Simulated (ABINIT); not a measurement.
# GaP: equation of state with revPBE+D3(BJ)

**Measured values to compare with.**

From “Phosphorous dimerization in GaP at high pressure”, 2017, arxiv:1709.06667, for a bulk crystal of GaP: bulk modulus 87.5 ± 0.6 GPa.

Crystal: GaP.

```
Ga P
1.0
     0.00000    2.72525    2.72525
     2.72525    0.00000    2.72525
     2.72525    2.72525    0.00000
Ga P
1 1
Cartesian
  0.0000 0.0000 0.0000
  4.0879 4.0879 4.0879
```

- Program: ABINIT 10.8.3 (patched build)
- Task: equation of state
- Functional: revPBE
- Dispersion: D3(BJ)
- Potentials or basis: JTH PAW PBE v2.0
- Cutoff: 544 eV
- k mesh: 8 × 8 × 8
- Occupations: fermi-dirac, width 0.05 eV
- Spin: no spin polarisation
- Fine-grid cutoff: 1088.46 eV
- Exchange and correlation inside the PAW spheres: full angular mesh (pawxcdev 0, this build's default; the released program takes 1)

- Equilibrium volume: 19.92 Å³/atom
- Bulk modulus: 87 GPa
- Pressure derivative of the bulk modulus: 4.5

Energy against volume, from the lowest point:
```csv
volume (Å³/atom),energy (meV/atom)
19.026,11.68
19.431,3.29
19.836,0.00
20.240,1.26
20.645,6.61
21.050,15.60
21.455,27.85
```

It took 85 s on 1 thread of Arm Neoverse V1, with other jobs on the host, peak memory 0.14 GiB.

Against the measured bulk modulus of GaP, 87.5 GPa (“Phosphorous dimerization in GaP at high pressure”, 2017, arxiv:1709.06667), the calculated 87 GPa is off by -1.0 %. The fit is for a static lattice scaled at fixed shape and fixed fractional positions.

Caveat: pressures at fixed basis lie under the slope of the energies; the PAW data sets were made with another functional, which shifts forces and pressure a little.
